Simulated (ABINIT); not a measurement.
# Quasiparticle gap of BeTe (F-43m) in ABINIT, part 2 of 3

Aim: the G0W0 gap of BeTe (F-43m) on PBE, step by step.

ABINIT 10.8.3; PBE and many-body steps on it, plane waves. Known limits of the many-body steps: not at the basis limit; no spin-orbit coupling; coarse k mesh.

So far. Step 2 (Ground state): The gap is indirect, with the least direct gap 1.62 eV higher.

## (3) Bands along the symmetry lines

Level of this step: DFT, PBE, plane waves, norm-conserving pseudopotentials (ABINIT).

Levels along a band path, at the cheap level, show where the edges lie and whether the meshes to come will hold them.

run.abi

```
acell 3*1.0 Angstrom
rprim 
  -0.000000000000 2.831458787600 2.831458787600
  2.831458787600 0.000000000000 2.831458787600
  2.831458787600 2.831458787600 0.000000000000
ntypat 2
znucl 4 52
natom 2
typat 1 2
xred 
  0.000000000000 0.000000000000 0.000000000000
  0.750000000000 0.750000000000 0.750000000000
pp_dirpath "pseudos"
pseudos "Be.upf, Te.upf"
ecut 49
iscf -2
irdden 1
kptopt 0
nkpt 50
kpt 
  0.00000000 0.00000000 0.00000000
  -0.06250000 -0.06250000 0.00000000
  -0.12500000 -0.12500000 0.00000000
  -0.18750000 -0.18750000 0.00000000
  -0.25000000 -0.25000000 0.00000000
  -0.31250000 -0.31250000 0.00000000
  -0.37500000 -0.37500000 0.00000000
  -0.43750000 -0.43750000 0.00000000
  -0.50000000 -0.50000000 0.00000000
  -0.48437500 -0.48437500 0.03125000
  -0.46875000 -0.46875000 0.06250000
  -0.45312500 -0.45312500 0.09375000
  -0.43750000 -0.43750000 0.12500000
  -0.42187500 -0.42187500 0.15625000
  -0.40625000 -0.40625000 0.18750000
  -0.39062500 -0.39062500 0.21875000
  -0.37500000 -0.37500000 0.25000000
  -0.37500000 0.00000000 0.37500000
  -0.32812500 0.00000000 0.32812500
  -0.28125000 0.00000000 0.28125000
  -0.23437500 0.00000000 0.23437500
  -0.18750000 0.00000000 0.18750000
  -0.14062500 0.00000000 0.14062500
  -0.09375000 0.00000000 0.09375000
  -0.04687500 0.00000000 0.04687500
  0.00000000 0.00000000 0.00000000
  0.00000000 0.00000000 0.06250000
  0.00000000 0.00000000 0.12500000
  0.00000000 0.00000000 0.18750000
  0.00000000 0.00000000 0.25000000
  0.00000000 0.00000000 0.31250000
  0.00000000 0.00000000 0.37500000
  0.00000000 0.00000000 0.43750000
  -0.00000000 -0.00000000 0.50000000
  -0.06250000 -0.03125000 0.46875000
  -0.12500000 -0.06250000 0.43750000
  -0.18750000 -0.09375000 0.40625000
  -0.25000000 -0.12500000 0.37500000
  -0.31250000 -0.15625000 0.34375000
  -0.37500000 -0.18750000 0.31250000
  -0.43750000 -0.21875000 0.28125000
  -0.50000000 -0.25000000 0.25000000
  -0.50000000 -0.28125000 0.21875000
  -0.50000000 -0.31250000 0.18750000
  -0.50000000 -0.34375000 0.15625000
  -0.50000000 -0.37500000 0.12500000
  -0.50000000 -0.40625000 0.09375000
  -0.50000000 -0.43750000 0.06250000
  -0.50000000 -0.46875000 0.03125000
  -0.50000000 -0.50000000 0.00000000
istwfk *1
nband 21
nbdbuf 2
tolwfr 1e-08
nstep 40
prtwf 0
prtvol 0
indata_prefix "in"
outdata_prefix "out"
tmpdata_prefix "tmp"
```

Run with:

```
> OMP_NUM_THREADS=1 mpirun -n 8 abinit run.abi > log
```

Numbers of over 12 decimals in the logs are rounded to 6 here.

The program printed:

```text
.Version 10.8.3 of ABINIT. v10.8.2 released Aug 2026.

 Symmetries : space group F-4 3 m (#216); Bravais cF (face-center cubic)
[... echo of the input left out ...]
== DATASET  1 ==================================================================
-   mpi_nproc: 8, omp_nthreads: 1 (-1 if OMP is not activated)

--- !DatasetInfo
iteration_state: {dtset: 1, }
dimensions: {natom: 2, nkpt: 50, mband: 21, nsppol: 1, nspinor: 1, nspden: 1, mpw: 5044, }
cutoff_energies: {ecut:  49.0, pawecutdg:  -1.0, }
electrons: {nelect:   2.80000000E+01, charge:   0.00000000E+00, occopt:   1.00000000E+00, tsmear:   1.00000000E-02, }

 Real(R)+Recip(G) space primitive vectors, cartesian coordinates (Bohr,Bohr^-1):
 R(1)=  0.0000000  5.3506816  5.3506816  G(1)= -0.0934460  0.0934460  0.0934460
 R(2)=  5.3506816  0.0000000  5.3506816  G(2)=  0.0934460 -0.0934460  0.0934460
 R(3)=  5.3506816  5.3506816  0.0000000  G(3)=  0.0934460  0.0934460 -0.0934460
 Unit cell volume ucvol=  3.0637783E+02 bohr^3
 Angles (23,13,12)=  6.00000000E+01  6.00000000E+01  6.00000000E+01 degrees

 getcut: wavevector=  0.0000  0.0000  0.0000  ngfft=  48  48  48
         ecut(hartree)=     49.000   => boxcut(ratio)=   2.01305

--- Pseudopotential description ------------------------------------------------
- Be Generated using ONCVPSP code by D. R. Hamann
-  4.00000   4.00000  171031                  znucl, zion, pspdat
12 -101130 1 -1 1358                          pspcod,pspxc,lmax,lloc,mmax
     nproj     2     2     0     0
  pspatm : epsatm=    2.91734590
         --- l  ekb(1:nproj) -->
             0   -8.382943   -2.922558
             1   -3.167566   -0.761548
 pspatm: atomic psp has been read  and splines computed

- Te Generated using ONCVPSP code by D. R. Hamann
- 52.00000  24.00000  220131                  znucl, zion, pspdat
12 -101130 3 -1 1294                          pspcod,pspxc,lmax,lloc,mmax
     nproj     2     2     2     2
  pspatm : epsatm=   28.89495404
         --- l  ekb(1:nproj) -->
             0    9.158100   -0.350391
[...]
pspatm: atomic psp has been read  and splines computed

--------------------------------------------------------------------------------

================================================================================
 prteigrs : about to open file out_EIG
 Non-SCF case, kpt    1 (  0.00000  0.00000  0.00000), residuals and eigenvalues=
  6.63E-09  3.36E-09  4.33E-09  7.36E-09  1.92E-09  1.48E-09  1.60E-09  4.94E-09
  1.03E-09  2.28E-09  5.79E-09  3.31E-09  3.54E-09  9.94E-09  2.29E-09  4.58E-09
  6.72E-09  3.05E-09  1.67E-09  1.06E-07  2.06E-06
 -5.6331E+00 -3.7967E+00 -3.7967E+00 -3.7967E+00 -3.4828E+00 -1.1245E+00
 -1.1245E+00 -1.1245E+00 -1.1241E+00 -1.1241E+00 -2.4206E-01  2.0590E-01
  2.0590E-01  2.0590E-01  3.3981E-01  3.3981E-01  3.3981E-01  3.4220E-01
[...]
Non-SCF case, kpt    3 ( -0.12500 -0.12500  0.00000), residuals and eigenvalues=
[...]
7.02E-09  2.92E-09  2.85E-09  2.83E-09  1.60E-05
[...]
Non-SCF case, kpt   49 ( -0.50000 -0.46875  0.03125), residuals and eigenvalues=
[...]
Non-SCF case, kpt   50 ( -0.50000 -0.50000  0.00000), residuals and eigenvalues=
[...]
-1.1243E+00 -1.1243E+00 -1.1242E+00 -1.1240E+00 -1.7689E-01  2.1555E-02
  1.1117E-01  1.1117E-01  2.8040E-01  3.0548E-01  5.6033E-01  5.6033E-01
[...]
--- !ResultsGS
iteration_state: {dtset: 1, }
comment   : Summary of ground state results
lattice_vectors:
- [ -0.0000000,   5.3506816,   5.3506816, ]
- [  5.3506816,   0.0000000,   5.3506816, ]
- [  5.3506816,   5.3506816,   0.0000000, ]
lattice_lengths: [   7.56701,    7.56701,    7.56701, ]
lattice_angles: [ 60.000,  60.000,  60.000, ] # degrees, (23, 13, 12)
lattice_volume:   3.0637783E+02
convergence: {deltae:  0.000E+00, res2:  0.000E+00, residm:  9.997E-09, diffor:  0.000E+00, }
etotal    :  -2.94661690E+02
entropy   :   0.00000000E+00
fermie    :   2.05900995E-01
cartesian_stress_tensor: null
pressure_GPa: null
xred      :
- [  0.0000E+00,   0.0000E+00,   0.0000E+00, Be]
- [  7.5000E-01,   7.5000E-01,   7.5000E-01, Te]
cartesian_forces: null
force_length_stats: {min: null, max: null, mean: null, }

 Integrated electronic density in atomic spheres:
 ------------------------------------------------
 Atom  Sphere_radius  Integrated_density
[...]
================================================================================

 ----iterations are completed or convergence reached----

 Mean square residual over all n,k,spin=   49.938E-10; max=  99.965E-10
 reduced coordinates (array xred) for    2 atoms
       0.000000000000      0.000000000000      0.000000000000
       0.750000000000      0.750000000000      0.750000000000

 cartesian coordinates (angstrom) at end:
    1      0.000000     0.000000     0.000000
    2      4.247188     4.247188     4.247188
 length scales=  1.889726125908  1.889726125908  1.889726125908 bohr
              =  1.000000000000  1.000000000000  1.000000000000 angstroms
 prteigrs : about to open file out_EIG
 Eigenvalues (hartree) for nkpt=  50  k points:
 kpt#   1, nband= 21, wtk=  1.00000, kpt=  0.0000  0.0000  0.0000 (reduced coord)
[...]
kpt#   2, nband= 21, wtk=  1.00000, kpt= -0.0625 -0.0625  0.0000 (reduced coord)
[...]
kpt#   3, nband= 21, wtk=  1.00000, kpt= -0.1250 -0.1250  0.0000 (reduced coord)
[...]
kpt#  49, nband= 21, wtk=  1.00000, kpt= -0.5000 -0.4687  0.0313 (reduced coord)
[...]
0.55705    0.55735    0.62465    0.66939    0.70004
 kpt#  50, nband= 21, wtk=  1.00000, kpt= -0.5000 -0.5000  0.0000 (reduced coord)
  -5.63307   -3.79667   -3.79667   -3.79667   -3.48279   -1.12456   -1.12429   -1.12429
  -1.12415   -1.12400   -0.17689    0.02155    0.11117    0.11117    0.28040    0.30548
   0.56033    0.56033    0.62708    0.67738    0.70328

== END DATASET(S) ==============================================================
================================================================================

 -outvars: echo values of variables after computation  --------
            nband          21
             nkpt          50
          spgroup         216
 [... the other variables as echoed above ...]

 Calculation completed.
```

Run time: 13 s. Hardware: 8 MPI ranks of Arm Neoverse V1, shared host; peak memory 0.59 GiB.

This step gave:

```yaml
gap: 2.027 eV
k_of_the_valence_top: 0, 0, 0
k_of_the_conduction_bottom: -0.5, -0.5, 0
least_direct_gap: 3.644 eV
```

The gap is 2.027 eV, as in the run before at this level.

Electronic bands along the path, in eV, zero at the top of the highest filled band:

```csv
point,band 11,band 12,band 13,band 14,band 15,band 16,band 17,band 18
Γ,-12.19,0.00,0.00,0.00,3.64,3.64,3.64,3.71
halfway,-11.47,-2.86,-1.63,-1.63,2.65,4.41,6.43,6.43
X,-10.42,-5.02,-2.58,-2.58,2.03,2.71,9.64,9.64
halfway,-10.41,-4.92,-3.06,-2.47,2.35,3.37,9.05,9.11
U,-10.44,-4.67,-3.78,-2.17,2.75,5.28,7.86,8.13
jump to K,-10.44,-4.67,-3.78,-2.17,2.75,5.28,7.86,8.13
halfway,-11.41,-3.47,-2.21,-0.65,4.05,4.68,5.21,6.25
Γ,-12.19,0.00,0.00,0.00,3.64,3.64,3.64,3.71
halfway,-11.65,-3.26,-0.65,-0.65,3.29,4.51,4.51,6.96
L,-10.89,-5.43,-1.10,-1.10,3.05,4.62,4.62,7.84
halfway,-10.66,-5.01,-2.83,-1.85,4.20,4.41,6.65,7.73
W,-10.39,-4.50,-3.60,-3.12,5.30,5.54,5.60,6.15
halfway,-10.40,-4.82,-3.05,-2.87,3.05,3.66,8.22,8.40
X,-10.42,-5.02,-2.58,-2.58,2.03,2.71,9.64,9.64
```

The electronic bands as a text plot (rows in eV, shown from -8.0 to 7.9 only):

```
    7.6 |    +  ++        ++                 +++++    ++
    6.9 |                  +++              +         +++   +
    6.3 |     ++            +++++++        +            ++++
    5.6 |    +            +   ++   ++                +    +
    4.9 |  +++           +      +++      ++  ++++++++  +++ ++
    4.3 | +++ ++                ++++++  +++++     ++++++    +
    3.6 |++     ++     ++   ++++   ++++++++++       ++       +
    2.9 |  +++++  +++++  +++                 +++++++         ++++
    2.3 |       +++++++++                                      ++
    1.6 |
    1.0 |
    0.3 |*                           ***
   -0.4 | ***                   ******  *****
   -1.0 |  ***                **   **    **  ********
   -1.7 |    ***           ***   ****               ***
   -2.4 |       ***********     ***        *         * **      **
   -3.0 |     **      ***     **            *         ** *******
   -3.7 |       **       *****  *                       *****
   -4.4 |         *       ******             **         *****
   -5.0 |          *******                     **   ****     ****
   -5.7 |                                        ***
   -6.3 |
   -7.0 |
   -7.7 |
         Γ           X  U|K            Γ         L        W     X
```

## (4) Empty states on the mesh, 4×4×4 mesh, 95 bands

The sums over transitions need many empty states on a uniform mesh; this step solves for them.

run.abi

```
acell 3*1.0 Angstrom
rprim 
  -0.000000000000 2.831458787600 2.831458787600
  2.831458787600 0.000000000000 2.831458787600
  2.831458787600 2.831458787600 0.000000000000
ntypat 2
znucl 4 52
natom 2
typat 1 2
xred 
  0.000000000000 0.000000000000 0.000000000000
  0.750000000000 0.750000000000 0.750000000000
pp_dirpath "pseudos"
pseudos "Be.upf, Te.upf"
ecut 49
ngkpt 4 4 4
nshiftk 1
shiftk 0 0 0
kptopt 1
chksymbreak 0
iscf -2
irdden 1
istwfk *1
nband 95
nbdbuf 8
tolwfr 1e-09
nstep 60
prtvol 0
indata_prefix "in"
outdata_prefix "out"
tmpdata_prefix "tmp"
```

The program printed:

```text
.Version 10.8.3 of ABINIT. v10.8.2 released Aug 2026.

 Symmetries : space group F-4 3 m (#216); Bravais cF (face-center cubic)
[... echo of the input left out ...]
== DATASET  1 ==================================================================
-   mpi_nproc: 8, omp_nthreads: 1 (-1 if OMP is not activated)

--- !DatasetInfo
iteration_state: {dtset: 1, }
dimensions: {natom: 2, nkpt: 8, mband: 95, nsppol: 1, nspinor: 1, nspden: 1, mpw: 5044, }
cutoff_energies: {ecut:  49.0, pawecutdg:  -1.0, }
electrons: {nelect:   2.80000000E+01, charge:   0.00000000E+00, occopt:   1.00000000E+00, tsmear:   1.00000000E-02, }

 Real(R)+Recip(G) space primitive vectors, cartesian coordinates (Bohr,Bohr^-1):
 R(1)=  0.0000000  5.3506816  5.3506816  G(1)= -0.0934460  0.0934460  0.0934460
 R(2)=  5.3506816  0.0000000  5.3506816  G(2)=  0.0934460 -0.0934460  0.0934460
 R(3)=  5.3506816  5.3506816  0.0000000  G(3)=  0.0934460  0.0934460 -0.0934460
 Unit cell volume ucvol=  3.0637783E+02 bohr^3
 Angles (23,13,12)=  6.00000000E+01  6.00000000E+01  6.00000000E+01 degrees

 getcut: wavevector=  0.0000  0.0000  0.0000  ngfft=  48  48  48
         ecut(hartree)=     49.000   => boxcut(ratio)=   2.01305

--- Pseudopotential description ------------------------------------------------
- Be Generated using ONCVPSP code by D. R. Hamann
-  4.00000   4.00000  171031                  znucl, zion, pspdat
12 -101130 1 -1 1358                          pspcod,pspxc,lmax,lloc,mmax
     nproj     2     2     0     0
  pspatm : epsatm=    2.91734590
         --- l  ekb(1:nproj) -->
             0   -8.382943   -2.922558
             1   -3.167566   -0.761548
 pspatm: atomic psp has been read  and splines computed

- Te Generated using ONCVPSP code by D. R. Hamann
- 52.00000  24.00000  220131                  znucl, zion, pspdat
12 -101130 3 -1 1294                          pspcod,pspxc,lmax,lloc,mmax
     nproj     2     2     2     2
  pspatm : epsatm=   28.89495404
         --- l  ekb(1:nproj) -->
             0    9.158100   -0.350391
[...]
pspatm: atomic psp has been read  and splines computed

--------------------------------------------------------------------------------

================================================================================
 prteigrs : about to open file out_EIG
 Non-SCF case, kpt    1 (  0.00000  0.00000  0.00000), residuals and eigenvalues=
  2.89E-10  5.13E-10  6.43E-10  6.28E-10  1.58E-10  1.24E-10  5.09E-10  7.28E-10
  1.78E-10  7.23E-10  8.71E-11  6.66E-11  1.03E-10  2.64E-10  9.46E-11  5.48E-10
  8.23E-10  9.03E-11  8.96E-10  1.97E-10  7.37E-10  2.46E-10  3.62E-10  9.21E-10
[...]
1.52E-08  1.76E-07  3.01E-07  4.17E-06  7.70E-06  8.39E-06  1.22E-05
 -5.6331E+00 -3.7967E+00 -3.7967E+00 -3.7967E+00 -3.4828E+00 -1.1245E+00
 -1.1245E+00 -1.1245E+00 -1.1241E+00 -1.1241E+00 -2.4206E-01  2.0590E-01
  2.0590E-01  2.0590E-01  3.3981E-01  3.3981E-01  3.3981E-01  3.4220E-01
[...]
2.6328E+00  2.6328E+00  2.6328E+00  2.6574E+00  2.8685E+00  2.8685E+00
  2.8685E+00  2.9673E+00  2.9673E+00  3.0199E+00  3.0199E+00  3.0199E+00
  3.0834E+00  3.0834E+00  3.0834E+00  3.1027E+00  3.1027E+00
 prteigrs : prtvol=0 or 1, do not print more k-points.

--- !ResultsGS
iteration_state: {dtset: 1, }
comment   : Summary of ground state results
lattice_vectors:
- [ -0.0000000,   5.3506816,   5.3506816, ]
- [  5.3506816,   0.0000000,   5.3506816, ]
- [  5.3506816,   5.3506816,   0.0000000, ]
lattice_lengths: [   7.56701,    7.56701,    7.56701, ]
lattice_angles: [ 60.000,  60.000,  60.000, ] # degrees, (23, 13, 12)
lattice_volume:   3.0637783E+02
convergence: {deltae:  0.000E+00, res2:  0.000E+00, residm:  9.928E-10, diffor:  0.000E+00, }
etotal    :  -2.94661690E+02
entropy   :   0.00000000E+00
fermie    :   2.05900995E-01
cartesian_stress_tensor: null
pressure_GPa: null
xred      :
- [  0.0000E+00,   0.0000E+00,   0.0000E+00, Be]
- [  7.5000E-01,   7.5000E-01,   7.5000E-01, Te]
cartesian_forces: null
force_length_stats: {min: null, max: null, mean: null, }

 Integrated electronic density in atomic spheres:
 ------------------------------------------------
 Atom  Sphere_radius  Integrated_density
[...]
================================================================================

 ----iterations are completed or convergence reached----

 Mean square residual over all n,k,spin=   37.455E-11; max=  99.285E-11
 reduced coordinates (array xred) for    2 atoms
       0.000000000000      0.000000000000      0.000000000000
       0.750000000000      0.750000000000      0.750000000000

 cartesian coordinates (angstrom) at end:
    1      0.000000     0.000000     0.000000
    2      4.247188     4.247188     4.247188
 length scales=  1.889726125908  1.889726125908  1.889726125908 bohr
              =  1.000000000000  1.000000000000  1.000000000000 angstroms
 prteigrs : about to open file out_EIG
 Eigenvalues (hartree) for nkpt=   8  k points:
 kpt#   1, nband= 95, wtk=  0.01563, kpt=  0.0000  0.0000  0.0000 (reduced coord)
[...]
2.19443    2.19443    2.19443    2.34325    2.62106    2.62106    2.63282    2.63282
   2.63282    2.65738    2.86847    2.86847    2.86847    2.96729    2.96729    3.01989
   3.01989    3.01989    3.08340    3.08341    3.08342    3.10271    3.10273
 prteigrs : prtvol=0 or 1, do not print more k-points.

== END DATASET(S) ==============================================================
================================================================================

 -outvars: echo values of variables after computation  --------
            nband          95
             nkpt           8
          spgroup         216
 [... the other variables as echoed above ...]

 Calculation completed.
```

Elapsed: 18 s, on 8 MPI ranks; peak memory 0.61 GiB.

Numbers from this step:

```
gap                                                           : 2.027 eV
k of the valence top                                          : 0, 0, 0
k of the conduction bottom                                    : 0.5, 0.5, 0
least direct gap                                              : 3.644 eV
k points computed                                             : 8
lowest point of the top converged band, above the valence top : 66.6521 eV
```

On this mesh the gap is 2.027 eV.

## (5) Screening, 4×4×4 mesh, 87 bands, screening to 136.1 eV

The RPA dielectric matrix is built and inverted for each q.

This step: RPA screening on PBE, plane waves, norm-conserving pseudopotentials.

Edit run.abi of step 4 so:

```diff
@@ -20,10 +20,11 @@
 chksymbreak 0
-iscf -2
-irdden 1
 istwfk *1
-nband 95
-nbdbuf 8
-tolwfr 1e-09
-nstep 60
-prtvol 0
+occopt 1
+irdwfk 1
+optdriver 3
+nband 87
+ecuteps 5
+inclvkb 2
+awtr 1
+symchi 1
 indata_prefix "in"
```

The program printed:

```text
.Version 10.8.3 of ABINIT. v10.8.2 released Aug 2026.

 Symmetries : space group F-4 3 m (#216); Bravais cF (face-center cubic)
[... echo of the input left out ...]
== DATASET  1 ==================================================================
-   mpi_nproc: 8, omp_nthreads: 1 (-1 if OMP is not activated)

--- !DatasetInfo
iteration_state: {dtset: 1, }
dimensions: {natom: 2, nkpt: 8, mband: 87, nsppol: 1, nspinor: 1, nspden: 1, mpw: 5044, }
cutoff_energies: {ecut:  49.0, pawecutdg:  -1.0, }
electrons: {nelect:   2.80000000E+01, charge:   0.00000000E+00, occopt:   1.00000000E+00, tsmear:   1.00000000E-02, }

 SCREENING: Calculation of the susceptibility and dielectric matrices

 Based on a program developped by R.W. Godby, V. Olevano, G. Onida, and L. Reining.
 Incorporated in ABINIT by V. Olevano, G.-M. Rignanese, and M. Torrent.
.Using double precision arithmetic ; gwpc =  8

[... cell and pseudopotentials left out ...]
--------------------------------------------------------------------------------

 ==== K-mesh for the wavefunctions ====
 Number of points in the irreducible wedge :     8
[... list of points left out ...]
 Together with 24 symmetry operations and time-reversal symmetry
 yields    64 points in the full Brillouin Zone.

 ==== Q-mesh for the screening function ====
 Number of points in the irreducible wedge :     8
[... list of points left out ...]
 Together with 24 symmetry operations and time-reversal symmetry
 yields    64 points in the full Brillouin Zone.

 setmesh: FFT mesh size selected  =    32x   32x   32
          total number of points  =        32768

 vcoul_init : cutoff-mode = AUXILIARY_FUNCTION
 q-points for optical limit:   1
     1)      0.000010    0.000020    0.000030

- screening: taking advantage of time-reversal symmetry
- Maximum band index for partially occupied states nbvw = 14
- Remaining bands to be divided among processors   nbcw = 73
- Number of bands treated by each node ~9

 Number of electrons calculated from density =   28.0000; Expected =   28.0000
 average of density, n =  0.091390
 r_s =    1.3772
 omega_plasma =   29.1612 [eV]

 calculating chi0 at frequencies [eV] :
  1    0.000000E+00    0.000000E+00
  2    0.000000E+00    2.916124E+01

--------------------------------------------------------------------------------
  q-point number  1        q = ( 0.000000, 0.000000, 0.000000) [r.l.u.]
--------------------------------------------------------------------------------
[... chi0 elements left out ...]
 For q-point:  0.000010 0.000020 0.000030
  dielectric constant =   8.9910
  dielectric constant without local fields =  10.3174

  Average fulfillment of the sum rule on Im[epsilon] for q-point    1 :     61.60  [%]
[... wings left out ...]
  q-point number  2        q = ( 0.250000, 0.000000, 0.000000) [r.l.u.]
--------------------------------------------------------------------------------
[... chi0 elements left out ...]
  Average fulfillment of the sum rule on Im[epsilon] for q-point    2 :     72.83  [%]

 [... 6 further q-points ...]
```

The job ended after 17 s (8 MPI ranks; peak memory 1.5 GiB; 2.3 min of CPU time).

Numbers from this step:

```
ε∞ with local fields, on this mesh, along the program's q direction : 8.991
the same without local fields                                       : 10.32
plasma frequency                                                    : 29.16 eV
plane waves in the screening matrix                                 : 169
```

Local fields lower ε∞ by 13 %. On a Γ-centred mesh this coarse the value itself is usually too large, while a short band sum pulls it down.

(Continued in part 3 of 3.)

[Paths, hosts, dates, memory and timing lines, banners, echoed tables and standing remarks are left out of the program output.]

[Logs are printed without paths, hosts, clocks, repeated set-up lines and the standing remarks that a program may print on its own settings, such as how far it seeks lower states.]

[Runs of the session that timed out or met a known fault of the program may be left out.]

[Hosts, paths, dates, database ids (printed as entryN), source tags and the programs' standing remarks are cut or masked in the printed files.]

[G0W0 gaps are taken among the corrected bands and points alone; a level outside them can change the order at an edge.]

[Where Ansatz stands beside ABINIT at settings called matched, ABINIT's density can come from a denser mesh and the files from another edition; pairs whose starting gaps differed by over 0.03 eV were left out, so agreement reads better than it is.]
